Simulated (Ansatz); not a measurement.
# Na2S: the cost of one run

Method: DFT, LDA, no spin polarisation, plane waves, PAW, in Ansatz 0.2.0.

## (1) Geometry

Symmetry: Fm-3m, No. 225, cubic system. The conventional cell has a = 6.609 Å, b = 6.609 Å, c = 6.609 Å, α = 90.00°, β = 90.00°, γ = 90.00°. Around S (site symmetry m-3m) lie 8 Na at 2.86 Å. Na (site symmetry -43m) is surrounded by 4 S at 2.86 Å.

The coordinates stand in the input below.

The first density is read from a saved solution for the starting cell.

## (2) The relaxation

input.yaml

```yaml
crystal:
  lattice:
    - [0.0, 3.30473359, 3.30473359]
    - [3.30473359, 0.0, 3.30473359]
    - [3.30473359, 3.30473359, 0.0]
  atoms:
    - { symbol: S, position: [0.0, 0.0, 0.0] }
    - { symbol: Na, position: [0.25, 0.25, 0.25] }
    - { symbol: Na, position: [0.75, 0.75, 0.75] }
  symmetry: { tolerance: 0.0003 }
kpoints:
  mp_grid: { grid: [8, 8, 8], shift: [0, 0, 0] }
magnetization:
  spin_polarized: false
scf:
  occupations: { method: cold, width: 0.1023 }
  lower_state_search: "off"
hamiltonian:
  pseudopotentials: { kind: paw }
  xc: lda
basis:
  ecutwfc: 420
  fft_grid_basis: typed
relax:
  max_steps: 40
  cell: { p_target: 20.0 }
output:
  forces: true
  stress: true
  eigenvalues: true
  bader: true
  populations: true
  elf: true
  write_potential: true
  volumetric_format: npy
  dos:
    e_range: [-12, 8]
    de: 0.05
    projected: { site_lists: { Na: [Na], S: [S] } }
  write_density: true
checkpoint:
  read: saved_state
```

The run is started by

```console
> ansatz run input.yaml --threads 2 --pin off --max-ram 2560MiB --backend cpu --events-out ev --progress --plain --runs-dir out
```

Q: Estimate wall time and peak memory on 2 threads of Arm Neoverse V1, shared host.

About 16 s, with a peak of 0.33 GiB.
